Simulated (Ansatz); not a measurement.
## Si2W in Ansatz: the effect of Hubbard term

The system is Si2W.

```
CELL_PARAMETERS angstrom
-1.60690 1.60690 3.91495
1.60690 -1.60690 3.91495
1.60690 1.60690 -3.91495
ATOMIC_POSITIONS crystal
W 0.00000 0.00000 0.00000
Si 0.66530 0.66530 0.00000
Si 0.33470 0.33470 0.00000
```

Alike in all runs:

| Property | Result |
| --- | --- |
| Program | Ansatz 0.2.0 |
| Task | density of states |
| Functional | PBEsol |
| Potentials or basis | all-electron LAPW, scalar-relativistic |
| Cutoff | 218 eV (chosen from the basis error) |
| Basis error allowed | 0.002 eV/atom |
| k mesh | 12 × 12 × 12 |
| Occupations | fermi-dirac, width 0.05 eV |
| Spin | no spin polarisation |

```csv
Hubbard term,pressure (GPa),largest force (eV/Å)
none,?,?
W d U = 2 eV,-2.4,0.08
W d U = 4 eV,-2.8,0.23
W d U = 6 eV,-2.9,0.38
W d U = 8 eV,-2.6,0.54
```

**Question.** What does the run with Hubbard term none give?

**Answer.** Pressure -2.0 GPa; largest force 0.02 eV/Å.

Worked out: A parabola through the other rows of the pressure, of slope -0.472 GPa per eV there, extrapolates to -1.6 GPa, against the run's -2.0. The fit is too stiff a form for this range. A straight line through the other rows of the largest force, of slope 0.0765 eV/Å per eV, extrapolates to -0.08 eV/Å, against the run's 0.02. The fit is too stiff a form for this range.

Caveats: the density of states is complete only up to the lowest level of the last band computed; U is the effective U less J, on atomic orbitals that reach past the spheres (some runs); U without spin polarisation on a metal has little footing (some runs); the U is typed as a test and isn't derived for this compound (some runs).
